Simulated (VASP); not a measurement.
## Input and output of a VASP PBE single-point calculation on MgS (distorted zincblende)

INCAR

```
NBANDS = 11
SIGMA = 0.02
GGA = PE
NSW = 0
LREAL = .FALSE.
LCHARG = .FALSE.
NELM = 120
IBRION = -1
ENCUT = 520
EDIFF = 1E-7
ISMEAR = -1
LASPH = .TRUE.
LWAVE = .FALSE.
ISIF = 2
PREC = Accurate
```

KPOINTS

```
KPOINTS created by Atomic Simulation Environment
0
Gamma
6 6 6
0 0 0
```

POSCAR

```
Mg S
 1.0000000000000000
    -0.1382000000000000    2.8509000000000002    2.7601000000000000
     2.7780999999999998    0.0014000000000000    2.6204999999999998
     2.9386000000000001    2.8715999999999999   -0.1590000000000000
 Mg  S
   1   1
Cartesian
  2.7322418100000001  5.5784854800000003  2.5666410300000000
  1.4192803100000000  1.4057818500000001  1.4257580800000000
```

VASP ran with the recommended PBE PAW datasets (8 valence electrons in the cell).

Command

```
mpirun -np 1 vasp_std
```

OSZICAR

```
N       E                     dE             d eps       ncg     rms          rms(c)
DAV:   1     0.242501688444E+02    0.24250E+02   -0.32968E+03  2488   0.569E+02
DAV:   2    -0.696246165224E+01   -0.31213E+02   -0.29795E+02  2994   0.986E+01
DAV:   3    -0.887775488096E+01   -0.19153E+01   -0.19121E+01  3082   0.267E+01
DAV:   4    -0.889375653280E+01   -0.16002E-01   -0.16000E-01  2989   0.293E+00
DAV:   5    -0.889395557342E+01   -0.19904E-03   -0.19904E-03  3200   0.319E-01    0.405E+00
DAV:   6    -0.836861645160E+01    0.52534E+00   -0.13142E+00  2725   0.423E+00    0.307E+00
DAV:   7    -0.832934069258E+01    0.39276E-01   -0.28498E-01  2979   0.217E+00    0.242E+00
DAV:   8    -0.833637015535E+01   -0.70295E-02   -0.26413E-02  2689   0.962E-01    0.137E+00
DAV:   9    -0.833526631289E+01    0.11038E-02   -0.30295E-03  2797   0.269E-01    0.439E-01
DAV:  10    -0.833547260123E+01   -0.20629E-03   -0.62878E-04  2827   0.120E-01    0.422E-02
DAV:  11    -0.833549627511E+01   -0.23674E-04   -0.43393E-05  2986   0.308E-02    0.329E-02
DAV:  12    -0.833550076483E+01   -0.44897E-05   -0.51555E-06  2851   0.123E-02    0.193E-02
DAV:  13    -0.833550137020E+01   -0.60537E-06   -0.24347E-06  2908   0.719E-03    0.936E-03
DAV:  14    -0.833550123078E+01    0.13942E-06   -0.21341E-07  2960   0.225E-03    0.122E-03
DAV:  15    -0.833550127648E+01   -0.45696E-07   -0.12997E-08  1682   0.649E-04
   1 F= -.83355013E+01 E0= -.83355013E+01  d E =-.220465E-10
```

From OUTCAR

```
k-points           NKPTS =    112   k-points in BZ     NKDIM =    112   number of bands    NBANDS=     11

   NELECT =       8.0000    total number of electrons

   dimension x,y,z NGX =    30 NGY =   28 NGZ =   32
   dimension x,y,z NGXF=    60 NGYF=   56 NGZF=   64

  energy-cutoff  :      520.00
  volume of cell :       46.26
      direct lattice vectors                 reciprocal lattice vectors
    -0.138200000  2.850900000  2.760100000    -0.162671102  0.176010095  0.172360303
     2.778100000  0.001400000  2.620500000     0.181130596 -0.174854398  0.189675973
     2.938600000  2.871600000 -0.159000000     0.161410176  0.173581841 -0.171210313

 k-points in reciprocal lattice and weights: KPOINTS created by Atomic Simulation Env
   0.00000000  0.00000000  0.00000000       0.005
   0.16666667 -0.00000000 -0.00000000       0.009
   0.33333333 -0.00000000 -0.00000000       0.009
   0.50000000 -0.00000000 -0.00000000       0.005
   0.00000000  0.16666667 -0.00000000       0.009
   0.16666667  0.16666667 -0.00000000       0.009
   0.33333333  0.16666667 -0.00000000       0.009
   0.50000000  0.16666667 -0.00000000       0.009
   ...

 E-fermi :   1.7923

 k-point     1 :       0.0000    0.0000    0.0000
  band No.  band energies     occupation
      1     -10.2384      2.00000
      2       0.6802      2.00000
      3       0.8703      2.00000
      4       1.4122      2.00000
      5       4.1758      0.00000
      6       8.2147      0.00000
      7       9.0049      0.00000
      8       9.6478      0.00000
      9      11.3936      0.00000
     10      12.2352      0.00000
     11      14.0831      0.00000

 k-point     2 :       0.1667   -0.0000   -0.0000
  band No.  band energies     occupation
      1     -10.1039      2.00000
      2      -0.2919      2.00000
      3       0.8118      2.00000
      4       1.2737      2.00000
      5       5.1944      0.00000
      6       8.2606      0.00000
      7       8.9343      0.00000
      8       9.8883      0.00000
      9      10.9808      0.00000
     10      11.6019      0.00000
     11      13.8696      0.00000

 k-point     3 :       0.3333   -0.0000   -0.0000
  band No.  band energies     occupation
      1      -9.8056      2.00000
      2      -1.6671      2.00000
      3       0.7257      2.00000
      4       1.0903      2.00000
      5       6.0774      0.00000
      6       8.4753      0.00000
      7       8.8445      0.00000
      8       9.7613      0.00000
      9      11.5765      0.00000
     10      12.5552      0.00000
     11      13.2596      0.00000

 k-point     4 :       0.5000   -0.0000   -0.0000
  band No.  band energies     occupation
      1      -9.6377      2.00000
      2      -2.2406      2.00000
      3       0.6868      2.00000
      4       1.0095      2.00000
      5       6.1257      0.00000
      6       8.3274      0.00000
      7       9.2714      0.00000
      8       9.5151      0.00000
      9      12.9649      0.00000
     10      13.6414      0.00000
     11      14.2714      0.00000

 k-point     5 :       0.0000    0.1667   -0.0000
  band No.  band energies     occupation
      1     -10.0717      2.00000
      2      -0.0827      2.00000
      3       0.6236      2.00000
      4       1.1395      2.00000
      5       5.1002      0.00000
      6       8.5865      0.00000
      7       9.0137      0.00000
      8       9.4499      0.00000
      9      10.6986      0.00000
     10      11.3388      0.00000
     11      13.5794      0.00000

 k-point     6 :       0.1667    0.1667   -0.0000
  band No.  band energies     occupation
      1     -10.0294      2.00000
      2      -0.0420      2.00000
      3       0.4715      2.00000
      4       0.8138      2.00000
      5       5.5523      0.00000
      6       7.8700      0.00000
      7       9.5749      0.00000
      8       9.7270      0.00000
      9      10.2760      0.00000
     10      11.8751      0.00000
     11      14.8312      0.00000

 k-point     7 :       0.3333    0.1667   -0.0000
  band No.  band energies     occupation
      1      -9.7853      2.00000
      2      -1.1537      2.00000
      3       0.3138      2.00000
      4       0.6357      2.00000
      5       6.4331      0.00000
      6       7.7403      0.00000
      7       9.2853      0.00000
      8       9.7377      0.00000
      9      11.0128      0.00000
     10      12.9426      0.00000
     11      14.7645      0.00000

 k-point     8 :       0.5000    0.1667   -0.0000
  band No.  band energies     occupation
      1      -9.5628      2.00000
      2      -1.9354      2.00000
      3       0.1552      2.00000
      4       0.5815      2.00000
      5       6.6632      0.00000
      6       7.9073      0.00000
      7       9.2651      0.00000
      8       9.7796      0.00000
      9      12.2630      0.00000
     10      13.1977      0.00000
     11      15.2423      0.00000

 k-point     9 :      -0.3333    0.1667    0.0000
  band No.  band energies     occupation
      1      -9.6157      2.00000
      2      -1.8006      2.00000
      3       0.1300      2.00000
      4       0.7461      2.00000
      5       6.9628      0.00000
      6       7.7052      0.00000
      7       9.0685      0.00000
      8       9.4224      0.00000
      9      11.4672      0.00000
     10      14.0735      0.00000
     11      14.5916      0.00000

 k-point    10 :      -0.1667    0.1667   -0.0000
  band No.  band energies     occupation
      1      -9.8792      2.00000
      2      -0.9315      2.00000
      3       0.3766      2.00000
      4       0.9928      2.00000
      5       6.1041      0.00000
      6       8.2843      0.00000
      7       8.9889      0.00000
      8       9.3509      0.00000
      9      10.2109      0.00000
     10      12.2686      0.00000
     11      15.2716      0.00000

 k-point    11 :       0.0000    0.3333   -0.0000
  band No.  band energies     occupation
      1      -9.6970      2.00000
      2      -1.5060      2.00000
      3       0.4604      2.00000
      4       0.8849      2.00000
      5       5.7525      0.00000
      6       8.3881      0.00000
      7       8.9049      0.00000
      8       9.3296      0.00000
      9      11.3805      0.00000
     10      12.4542      0.00000
     11      12.9987      0.00000

 k-point    12 :       0.1667    0.3333   -0.0000
  band No.  band energies     occupation
      1      -9.7115      2.00000
      2      -1.1144      2.00000
      3       0.2457      2.00000
      4       0.5529      2.00000
      5       6.1640      0.00000
      6       7.6816      0.00000
      7       8.7013      0.00000
      8       9.5962      0.00000
      9      11.1319      0.00000
     10      13.0530      0.00000
     11      14.2653      0.00000

 k-point    13 :       0.3333    0.3333   -0.0000
  band No.  band energies     occupation
      1      -9.5681      2.00000
      2      -1.1865      2.00000
      3      -0.0537      2.00000
      4       0.1900      2.00000
      5       5.5928      0.00000
      6       6.8227      0.00000
      7      10.0051      0.00000
      8      11.2939      0.00000
      9      11.5131      0.00000
     10      13.3459      0.00000
     11      15.7554      0.00000

 k-point    14 :       0.5000    0.3333   -0.0000
  band No.  band energies     occupation
      1      -9.3996      2.00000
      2      -1.4470      2.00000
      3      -0.5683      2.00000
      4       0.1276      2.00000
      5       5.5380      0.00000
      6       7.1055      0.00000
      7      10.6202      0.00000
      8      11.4994      0.00000
      9      12.0800      0.00000
     10      13.5046      0.00000
     11      15.2144      0.00000

 k-point    15 :      -0.3333    0.3333    0.0000
  band No.  band energies     occupation
      1      -9.3847      2.00000
      2      -1.4573      2.00000
      3      -0.8871      2.00000
      4       0.3238      2.00000
      5       6.1665      0.00000
      6       7.8976      0.00000
      7       9.6764      0.00000
      8      10.5262      0.00000
      9      11.4714      0.00000
     10      12.7029      0.00000
     11      16.4163      0.00000

 k-point    16 :      -0.1667    0.3333   -0.0000
  band No.  band energies     occupation
      1      -9.5387      2.00000
      2      -1.6780      2.00000
      3      -0.0827      2.00000
      4       0.6401      2.00000
      5       6.5418      0.00000
      6       7.5228      0.00000
      7       8.9636      0.00000
      8       9.6852      0.00000
      9      11.9032      0.00000
     10      13.7586      0.00000
     11      14.1698      0.00000

 ...

  Total       -0.0564499      0.1594315      0.0869118     -1.0228863     -0.5486113      1.0185735
  in kB       -1.9550752      5.5217163      3.0100857    -35.4264314    -19.0004890     35.2770606
  external PRESSURE =       2.1922423 kB  Pullay stress =       0.0000000 kB

 POSITION                                       TOTAL-FORCE (eV/Angst)
 -----------------------------------------------------------------------------------
      2.73224      5.57849      2.56664         0.473451     -0.203194      0.775916
      1.41928      1.40578      1.42576        -0.473451      0.203194     -0.775916
 -----------------------------------------------------------------------------------
    total drift:                               -0.000039     -0.000467      0.000089

  FREE ENERGIE OF THE ION-ELECTRON SYSTEM (eV)
  ---------------------------------------------------
  free  energy   TOTEN  =        -8.3355012765 eV

  energy  without entropy=       -8.3355012765  energy(sigma->0) =       -8.33550128
```

- gap between bands v and c on the k mesh: 2.76 eV
- least direct gap on the k mesh: 2.76 eV
- pressure: 0.2 GPa
- largest force: 0.93 eV/Å

Band v is the last that the valence electrons fill when counted band by band, and c is the next.

The run took about 23 s on one core of a shared host (Intel Xeon 6975P-C) and held 0.21 GiB at most.
